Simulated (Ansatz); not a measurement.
# BN: the cost of one run

Program: Ansatz 0.2.0. Level of theory: DFT LDA+D3(BJ), scalar-relativistic, plane waves, PAW. These are calculated values, not measurements.

43 further runs of the same task are left out: 43 set aside as unsound or not needed.

## (1) The system as given

Symmetry: R3m, No. 160, trigonal system. The conventional cell has a = 2.482 Å, b = 2.482 Å, c = 8.944 Å, α = 90.00°, β = 90.00°, γ = 120.00°. B (site symmetry 3m) has 3 N at 1.43 Å as nearest neighbours. Around N (site symmetry 3m) lie 3 B at 1.43 Å.

Coordinates:

```cif
data_structure
_symmetry_space_group_name_H-M 'P 1'
_symmetry_Int_Tables_number 1
_cell_length_a 3.3079
_cell_length_b 3.3079
_cell_length_c 3.3079
_cell_angle_alpha 44.066
_cell_angle_beta 44.066
_cell_angle_gamma 44.066
_cell_volume 15.90
loop_
_atom_site_label
_atom_site_type_symbol
_atom_site_fract_x
_atom_site_fract_y
_atom_site_fract_z
_atom_site_occupancy
B1 B 0.00004 0.00004 0.00004 1
N1 N 0.33240 0.33240 0.33240 1
```

It goes back to an entry of the Materials Project, which need not be the stable form.

It is the result of an earlier relaxation at this level (volume 7.95 Å³/atom; gap on the mesh: 3.78 eV).

## (2) The scan

The energy is mapped over the lattice constants a and c of the conventional cell.

- lattice constant a (and b): 9 values from 2.407 to 2.556 Å
- lattice constant c: 9 values from 8.139 to 9.749 Å

Nothing else is relaxed (fractional coordinates fixed). Energies count from the relaxed crystal. Points are written as (first, second).

## (3) Grid point (2.500 Å, 8.341 Å)

The input, input.yaml:

```yaml
crystal:
  lattice:
    - [1.2502, 0.7218033065, 2.7802]
    - [-1.2502, 0.7218033065, 2.7802]
    - [0.0, -1.4436066131, 2.7802]
  atoms:
    - { symbol: B, position: [3.6911e-05, 3.6911e-05, 3.6911e-05] }
    - { symbol: "N", position: [0.332396089, 0.332396089, 0.332396089] }
basis:
  ecutwfc: 520.0
kpoints:
  mp_grid: { grid: [12, 12, 12] }
hamiltonian:
  xc: lda
  pseudopotentials: { kind: paw, azcp: { folder: soft_1 } }
  dispersion: d3bj
scf:
  occupations: { method: gaussian, width: 0.05 }
output:
  forces: true
  stress: true
  eigenvalues: true
```

On the command line:

```bash
> ansatz run input.yaml --threads 1 --pin off --max-ram 2048MiB --backend cpu --events-out ev --progress --plain --runs-dir out
```

**Question.** How long does this run take on 1 thread of AMD EPYC 7R43 (Zen 3), shared host, and how much memory does it need?

About 4.7 s, with a peak of 0.37 GiB.
